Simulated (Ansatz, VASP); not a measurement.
# Two plane-wave programs on InSb

```xyz
2
Lattice="4.6915 0.0000 0.0000 -2.3458 4.0630 0.0000 2.3458 -1.3543 3.8306" Properties=species:S:1:pos:R:3 pbc="T T T"
In    0.0000    0.0000    0.0000
Sb    4.6915    0.0000    2.8730
```

Alike in both runs: task single point; functional PBE; k mesh 9 × 9 × 9; occupations gaussian, width 0.1 eV; no spin polarisation.

```csv
,VASP,Ansatz
version,VASP 6.6.1,Ansatz 0.2.0
potentials or method,"VASP PAW PBE potentials, release 64 (In_d, Sb)","scalar-relativistic, plane waves, PAW"
plane-wave cutoff (eV),520,420
valence electrons in the cell,18,28
```

|  | VASP | Ansatz | Ansatz less VASP |
| --- | --- | --- | --- |
| gap on the k mesh at the Fermi level (eV) | none | none | - |
| pressure (GPa) | 0.0 | 0.0 | +0.03 |

A gap of «none» marks a metal or a gap that the smearing closes. The functional is the same, so the differences come from potentials, cutoffs and numerics. The two sets of potentials don't hold the same shells in valence.

Spin-orbit coupling is left out, which matters for the levels of Sb.
